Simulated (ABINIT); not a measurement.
Crystal: PbSe (Clausthalite).

```xyz
2
Lattice="0.0000 3.0606 3.0606 3.0606 0.0000 3.0606 3.0606 3.0606 0.0000" Properties=species:S:1:pos:R:3 pbc="T T T"
Pb    0.0000    0.0000    0.0000
Se    3.0606    3.0606    3.0606
```

Base run:

* Program: ABINIT 10.8.3 (patched build)
* Functional: PBE0
* Potentials or basis: SG15 NC PBE v1.2
* Cutoff: 490 eV
* k mesh: 6 × 6 × 6
* Occupations: fermi-dirac, width 0.05 eV
* Spin: no spin polarisation

Its results: band gap on the k mesh 0.38 eV, direct.

The run is repeated on the same cell with these changes: share of exact exchange from 0.05 to 0.35. What comes out?

Band gap on the k mesh 1.06 eV, direct.

Caveats: exact exchange is summed on a coarse mesh, which widens gaps by tenths of an eV; spin-orbit coupling is left out, which as a rule narrows the gap of such compounds by several tenths of an eV.

A k mesh can miss the band edges.
